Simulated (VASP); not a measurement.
Ir: relaxation of cell and atoms with RPBE

Crystal: Ir.

```
Ir
1.0
     0.00000    1.92696    1.92696
     1.92696    0.00000    1.92696
     1.92696    1.92696    0.00000
Ir
1
Cartesian
  0.0000 0.0000 0.0000
```

```
Program                : VASP 6.6.1
Task                   : relaxation of cell and atoms
Functional             : RPBE
Potentials or basis    : VASP PAW PBE potentials, release 64 (Ir)
Cutoff                 : 600 eV
k mesh                 : 18 × 18 × 18
Occupations            : gaussian, width 0.1 eV
Spin                   : no spin polarisation
Further INCAR settings : ALGO = Normal; EDIFF = 1e-07; IBRION = 2; EDIFFG = -0.005; NSW = 90; ISIF = 3
```

The relaxed volume is 14.69 Å³/atom. The relaxed cell is a = 2.749 Å, b = 2.749 Å, c = 2.749 Å, α = 60.00°, β = 60.00°, γ = 60.00°. The space group after relaxing (to 0.05 Å) is Fm-3m (No. 225). The energy gained by relaxing is 10.8 meV/atom. The ionic steps are 4. The pressure after relaxing is 0.0 GPa and the band gap on the k mesh is none (metal or under the smearing width).

The path:
```
step  energy change (eV)  largest force (eV/Å)  pressure (GPa)  volume (Å³)
   1              0.0000                0.0000            9.38        14.31
   2              0.1076                0.0000          -24.16        16.12
   3             -0.0108                0.0000           -0.34        14.71
   4             -0.0108                0.0000           -0.03        14.69
```

Final structure:
```yaml
crystal:
  lattice:
    - [0.00000, 1.94401, 1.94401]
    - [1.94401, 0.00000, 1.94401]
    - [1.94401, 1.94401, 0.00000]
  atoms:
    - { symbol: Ir, position: [0.00000, 0.00000, 0.00000] }
```

Levels at points of the mesh, in eV from the Fermi level:
| k point | band 1 | band 2 | band 3 | band 4 | band 5 | band 6 | band 7 | band 8 |
| --- | --- | --- | --- | --- | --- | --- | --- | --- |
| (0.00, 0.00, 0.00) | -10.72 | -3.69 | -3.69 | -3.69 | -1.17 | -1.17 | 14.34 | 19.72 |
| (0.50, 0.00, 0.00) | -7.72 | -3.78 | -3.78 | -0.68 | 0.80 | 0.80 | 6.88 | 13.88 |
| (0.50, 0.50, 0.00) | -7.50 | -6.95 | 0.76 | 1.34 | 1.34 | 1.69 | 10.01 | 11.52 |

Run time: 32 s on 1 thread of Intel(R) Xeon(R) Platinum 8488C (Sapphire Rapids), on a shared host, peak memory 0.17 GiB.

Caveat: the PAW data sets were made with another functional, which shifts forces and pressure a little. The run has no spin-orbit coupling, so splittings on Ir are missing.
